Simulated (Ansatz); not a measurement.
## Y (fcc): energy against volume

Level of theory: DFT, revPBE, plane waves (420 eV) with PAW, scalar-relativistic in Ansatz 0.2.0. (PAW data from PBE, frozen cores regenerated.)

The cell is scaled uniformly from the relaxed one, with fractional coordinates and shape fixed. Energies are extrapolated to zero smearing, pressures are those at the given smearing. Magnetic state: spin not included.

A Birch-Murnaghan fit gives V₀ = 33.38 Å³/atom, B₀ = 37 GPa, B₀′ = 3.3.

Problem. What are the energy above the minimum and the pressure at 30.881 Å³/atom?

Solution. 24.0 meV/atom and 3.46 GPa as computed.

Problem. What are the energy above the minimum and the pressure at 32.224 Å³/atom?

Solution. 4.9 meV/atom and 1.59 GPa as computed.

Problem. What are the energy above the minimum and the pressure at 34.909 Å³/atom?

Solution. 7.5 meV/atom and -1.32 GPa as computed.
